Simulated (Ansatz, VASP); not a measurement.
# One calculation of HgTe, two programs

File INCAR:

```
SYSTEM = HgTe
  PREC = Accurate
  ENCUT = 520
  EDIFF = 1E-6
  ISMEAR = 0
  SIGMA = 0.15
  LREAL = .False.
  LASPH = .True.
  NELM = 100
  ALGO = Fast
  ISIF = 2
  LWAVE = .False.
  LCHARG = .False.
  GGA = PE
  NBANDS = 16
```

Contents of KPOINTS:

```
regular mesh
0
Gamma
  14 14 14
  0 0 0
```

The input POSCAR:

```
HgTe
1.0
    0.0000000000      2.9540323200      3.0771170000
    3.0771170000      0.0000000000      3.0771170000
    3.0771170000      2.9540323200      0.0000000000
Hg Te
1 1
Direct
    0.0000000000      0.0000000000      0.0000000000
    0.5000000000      0.5000000000      0.5000000000
```

Input for Ansatz:

```yaml
crystal:
  lattice:
    - [0.0, 2.95403232, 3.077117]
    - [3.077117, 0.0, 3.077117]
    - [3.077117, 2.95403232, 0.0]
  atoms:
    - { symbol: Hg, position: [0.0, 0.0, 0.0] }
    - { symbol: Te, position: [0.5, 0.5, 0.5] }
basis:
  ecutwfc: 420
kpoints:
  mp_grid: { grid: [14, 14, 14] }
hamiltonian:
  xc: pbe
scf:
  occupations: { method: gaussian, width: 0.15 }
output:
  forces: true
  stress: true
  eigenvalues: true
```

Change from the starting cell: strain -0.0400 x Voigt [0, 1, 0, 0, 0, 0], atoms carried along.

Alike in both runs: task single point; functional PBE; k mesh 14 × 14 × 14; occupations gaussian, width 0.15 eV; no spin polarisation.

```csv
,VASP,Ansatz
version,VASP 6.6.1,Ansatz 0.2.0
potentials or method,"VASP PAW PBE potentials, release 64 (Hg, Te)","scalar-relativistic, plane waves, PAW"
plane-wave cutoff (eV),520,420
valence electrons in the cell,18,36
```

```csv
,VASP,Ansatz,Ansatz less VASP
gap on the k mesh at the Fermi level (eV),none,none,-
pressure (GPa),2.1,2.0,-0.12
largest component of the traceless stress (GPa),1.82,1.78,-0.040
```

A gap of «none» marks a metal or a gap that the smearing closes. The two sets of potentials don't hold the same shells in valence.

The runs have no spin-orbit coupling, so splittings on Hg, Te are missing.
